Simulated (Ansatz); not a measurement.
Runs of Ansatz 0.2.0 on SiO2. The structure is tetragonal, space group I4/mmm (No. 139). The conventional cell has a = 8.944 Å, b = 8.944 Å, c = 5.224 Å, α = 90.00°, β = 90.00°, γ = 90.00°. Si (site symmetry m2m) is surrounded by 4 O at 1.60 to 1.61 Å. O (site symmetry m2m) is surrounded by 2 Si at 1.61 Å. O (site symmetry 2/m) has 2 Si at 1.60 Å as nearest neighbours. The cell comes from a database or a generator and needn't be the stable form of this composition.

| task | level | cell | k mesh | cutoff (eV) | smearing | level | run kind | points for each segment of the path | gap on the mesh (eV) | pressure (GPa) | relaxed volume (Å³/atom) | largest force (eV/Å) |
| --- | --- | --- | --- | --- | --- | --- | --- | --- | --- | --- | --- | --- |
| relaxation of cell and atoms | LDA | relaxed | 6 × 6 × 6 | 420 | fermi-dirac 0.05 eV | - | - | - | 5.35 | 0.0 | 17.25 | - |
| relaxation of cell and atoms | r2SCAN | relaxed | 6 × 6 × 6 | 500 | fermi-dirac 0.05 eV | - | - | - | 6.08 | 0.0 | 17.42 | 0.01 |
| band structure | HSE06 | as given | 4 × 4 × 4 | 420 | fixed | hse06 | scf | - | 7.15 | - | - | 0.02 |
| band structure | r2SCAN | as given | 6 × 6 × 6 | 500 | fixed | r2scan | scf | - | 6.08 | 0.1 | - | 0.03 |
| band structure | PBEsol | as given | 6 × 6 × 6 | 420 | fermi-dirac 0.05 eV | - | - | 10 | 5.53 | (c) | - | (a) |
| relaxation of cell and atoms | PBEsol | relaxed | 6 × 6 × 6 | 420 | fermi-dirac 0.05 eV | - | - | - | 5.48 | 0.0 | (b) | - |
| band structure | PBE0 | as given | 4 × 4 × 4 | 420 | fixed | pbe0 | scf | - | 7.91 | - | - | 0.02 |
| band structure | LDA | as given | 6 × 6 × 6 | 420 | fixed | lda | scf | - | 5.33 | -1.3 | - | 0.05 |

Alike in all rows: potentials or basis Ansatz PAW; no spin polarisation.

Question: Estimate the missing entries.

Answer: (a) 0.14; (b) 17.61; (c) 1.8.

Caveats: the PAW data sets come from PBE, with cores solved anew for the run's functional, which leaves a small shift of forces and pressure; the plane-wave basis is chosen anew once the cell has moved, so the energies of steps on either side of that aren't comparable (some runs).

A k mesh can miss the band edges.

Not every run made on this cell is shown here.
